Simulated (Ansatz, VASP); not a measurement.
**InPd: VASP beside Ansatz**

```
CELL_PARAMETERS angstrom
3.27188 0.00000 0.00000
0.00000 3.27188 0.00000
0.00000 0.00000 3.27188
ATOMIC_POSITIONS crystal
In 0.00000 0.00000 0.00000
Pd 0.50000 0.50000 0.50000
```

The cell comes from a database or a generator and needn't be the stable form of this composition.

Alike in both runs: task single point; functional PBE; k mesh 8 × 8 × 8; occupations fermi-dirac, width 0.05 eV; no spin polarisation.

|  | VASP | Ansatz |
| --- | --- | --- |
| version | VASP 6.6.1 | Ansatz 0.2.0 |
| potentials or method | VASP PAW PBE potentials, release 64 (In_d, Pd), cutoff 520 eV | all-electron LAPW, scalar-relativistic |

```csv
,VASP,Ansatz,Ansatz less VASP
gap on the k mesh at the Fermi level (eV),none,none,-
pressure (GPa),3.7,3.6,-0.07
```

A gap of «none» marks a metal or a gap that the smearing closes. Ansatz ran all-electron here, so the differences hold the error of VASP's frozen core and of both bases.
